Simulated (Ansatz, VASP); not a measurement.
One calculation of Ag, two programs

File INCAR:

```
SYSTEM = Ag
ALGO = Normal
EDIFF = 1E-8
ENCUT = 520
GGA = PE
ISIF = 2
ISMEAR = -1
LASPH = .True.
LCHARG = .False.
LEFG = .True.
LREAL = .False.
LWAVE = .False.
NBANDS = 18
NELM = 100
PREC = Accurate
SIGMA = 0.15
```

File KPOINTS:

```
k-points
0
Gamma
  18 18 10
  0 0 0
```

The input POSCAR:

```
Ag
1.0
    2.9306647783      0.0000000000      0.0000000000
   -1.4653323891      2.5380301480      0.0000000000
    0.0000000000      0.0000000000      4.8093355636
Ag
2
Direct
    0.3333333333      0.6666666667      0.2500000000
    0.6666666667      0.3333333333      0.7500000000
```

Input for Ansatz:

```yaml
crystal:
  lattice:
    - [2.9306647783, 0.0, 0.0]
    - [-1.4653323891, 2.538030148, 0.0]
    - [0.0, 0.0, 4.8093355636]
  atoms:
    - { symbol: Ag, position: [0.3333333333, 0.6666666667, 0.25] }
    - { symbol: Ag, position: [0.6666666667, 0.3333333333, 0.75] }
basis:
  ecutwfc: 420
kpoints:
  mp_grid: { grid: [18, 18, 10] }
hamiltonian:
  xc: pbe
scf:
  occupations: { method: fermi_dirac, width: 0.15 }
output:
  forces: true
  stress: true
  eigenvalues: true
  efg: {}
checkpoint:
  read: start.run
  write: ck
  compress: false
  write_wavefunctions: false
  write_every: 100000
```

Alike in both runs: task electric field gradients; functional PBE; k mesh 18 × 18 × 10; occupations fermi-dirac, width 0.15 eV; no spin polarisation.

```csv
,VASP,Ansatz
version,VASP 6.6.1,Ansatz 0.2.0
potentials or method,"VASP PAW PBE potentials, release 64 (Ag)","scalar-relativistic, plane waves, PAW"
plane-wave cutoff (eV),520,420
valence electrons in the cell,22,38
```

VASP gave:

```
gap on the k mesh at the Fermi level (eV)                      : none
pressure (GPa)                                                 : -0.1
Vzz of the field gradient on the site that differs most (V/Å²) : 0.5
```

**Question.** Estimate Ansatz's values.

**Answer.** gap on the k mesh at the Fermi level (eV): none; pressure (GPa): 0.0; Vzz of the field gradient on the site that differs most (V/Å²): 0.1.

A gap of «none» marks a metal or a gap that the smearing closes. The two sets of potentials don't hold the same shells in valence. Ansatz warned: «gradients_without_spin_orbit».
